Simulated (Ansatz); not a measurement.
**All-electron card of ZrC**

```xyz
2
Lattice="0.0000 2.3502 2.3502 2.3502 0.0000 2.3502 2.3502 2.3502 0.0000" Properties=species:S:1:pos:R:3 pbc="T T T"
Zr    2.3502    2.3502    2.3502
C     0.0000    0.0000    0.0000
```

Atom numbers follow the list: Zr1, C2.

Conventional cell: a = 4.700 Å, b = 4.700 Å, c = 4.700 Å, α = 90.00°, β = 90.00°, γ = 90.00°. Zr (atom 1) has 6 C at 2.35 Å as nearest neighbours. Around C (atom 2) lie 6 Zr at 2.35 Å.

The cell is a measured one (Crystallography Open Database entry 1562921); the temperature and pressure of the measurement aren't taken into account, and nothing was relaxed.

Levels of theory: DFT, PBE, all-electron LAPW, scalar-relativistic (Ansatz 0.2.0); DFT, PBE, PAW with Ansatz's default frozen-core files, scalar-relativistic (Ansatz 0.2.0).

For LAPW: a Γ-centred 15×15×15 k mesh, Fermi–Dirac smearing of 0.05 eV, basis error target 0.5 meV/atom, no spin polarisation. PAW takes a cutoff of 420 eV at this cell. The Ansatz runs share mesh, smearing and spin set-up. Values come from LAPW unless marked.

| Property | Result |
| --- | --- |
| Bader charges (from the PAW run) | Zr1 +1.89, C2 -1.89 e |
| Pressure at this cell | 1.24 GPa |
| Volume per atom | 12.98 Å³ |

**Question.** Give the computed value. Density of states at the Fermi level (0.2 eV bin).

**Answer.** 0.23 states/eV per cell.

**Question.** Predict this quantity. Band gap.

**Answer.** none: bands cross the Fermi level, a metal.

**Question.** Give the computed value. Löwdin charges (with 0.04 e of the cell spilling out of the atomic basis, so their sizes and signs hang on that basis).

**Answer.** Zr1 0.78, C2 -0.75 e.
